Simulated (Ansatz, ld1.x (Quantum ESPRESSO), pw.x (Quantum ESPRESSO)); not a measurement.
pw.x on bcc Mn: one setting changed

Potential: norm-conserving Troullier–Martins (Kleinman–Bylander form), ld1.x (Quantum ESPRESSO) 7.5, LDA (PW92); core [Ar], reference 3d5 4s2 4p0; waves: 4s (bound): rc 2.70 bohr; 4p (bound, empty): rc 3.12 bohr; 3d (bound): rc 2.12 bohr; local part: all-electron potential smoothed inside 2.22 bohr (lloc = -1); core correction: a·sin(br)/r model core, default radius (core density twice the valence density).

The reference run (k-mesh 17³, cutoffs 120/480 Ry, Fermi–Dirac 0.01 Ry, mixing_beta 0.4, conv_thr 1e-9, no spin) gives 2.83 GPa at 10.138 Å³/atom, where all-electron LAPW gives 0.21 GPa. This run, with its own iteration cap, changes degauss to 0.02.

```
&control
  calculation='scf', prefix='x', pseudo_dir='./', outdir='./tmp', tstress=.true., disk_io='none'
/
&system
  ibrav=0, nat=1, ntyp=1, ecutwfc=120, ecutrho=480, nbnd=11,
  occupations='smearing', smearing='fd', degauss=0.02
/
&electrons
  conv_thr=1e-09, mixing_beta=0.4, electron_maxstep=50
/
ATOMIC_SPECIES
Mn 1.0 Mn.UPF
CELL_PARAMETERS angstrom
  -1.36342347 1.36342347 1.36342347
  1.36342347 -1.36342347 1.36342347
  1.36342347 1.36342347 -1.36342347
ATOMIC_POSITIONS crystal
Mn 0.0000 0.0000 0.0000
K_POINTS automatic
17 17 17 0 0 0
```

```bash
pw.x < Mn.scf.in > Mn.scf.out
```

Problem. How does the run end?

Solution. It converges in 6 iterations; the free energy moves by -167.7 meV/atom and the pressure by +3.21 GPa. In a metal, with Fermi–Dirac smearing, F lies below its zero-width value by a term in the square of the width.

```
Message from routine setup:
     using ibrav=0 with symmetry is DISCOURAGED, use correct ibrav instead
     lattice parameter (alat)  =       4.4626  a.u.
     unit-cell volume          =      68.4146 (a.u.)^3
     number of electrons       =         7.00
     number of Kohn-Sham states=           11
     kinetic-energy cutoff     =     120.0000  Ry
     charge density cutoff     =     480.0000  Ry
     scf convergence threshold =      1.0E-09
     Exchange-correlation= PW
     number of k points=   165  Fermi-Dirac smearing, width (Ry)=  0.0200
     iteration #  1     ecut=   120.00 Ry     beta= 0.40
     total energy              =     -39.36148244 Ry
     estimated scf accuracy    <       0.05372819 Ry
     iteration #  2     ecut=   120.00 Ry     beta= 0.40
     total energy              =     -39.37061014 Ry
     estimated scf accuracy    <       0.00124666 Ry
     iteration #  3     ecut=   120.00 Ry     beta= 0.40
     total energy              =     -39.37054069 Ry
     estimated scf accuracy    <       0.00036781 Ry
     iteration #  4     ecut=   120.00 Ry     beta= 0.40
     total energy              =     -39.37054828 Ry
     estimated scf accuracy    <       0.00000014 Ry
     iteration #  5     ecut=   120.00 Ry     beta= 0.40
     total energy              =     -39.37054830 Ry
     estimated scf accuracy    <       0.00000003 Ry
     iteration #  6     ecut=   120.00 Ry     beta= 0.40
     the Fermi energy is    15.9629 ev
!    total energy              =     -39.37054830 Ry
     estimated scf accuracy    <          5.8E-10 Ry
     smearing contrib. (-TS)   =      -0.03123378 Ry
     The total energy is F=E-TS. E is the sum of the following terms:
     one-electron contribution =      12.03562066 Ry
     hartree contribution      =       2.70987888 Ry
     xc contribution           =     -19.47921536 Ry
     ewald contribution        =     -34.60559870 Ry
     convergence has been achieved in   6 iterations
          total   stress  (Ry/bohr**3)                   (kbar)     P=       60.34
     Message from routine punch:
     Nothing written, as per user request (disk_io='none')
```

The run took about 14 s on one core of a shared host (Neoverse-V2, 192 threads, 742 GiB, load 26).
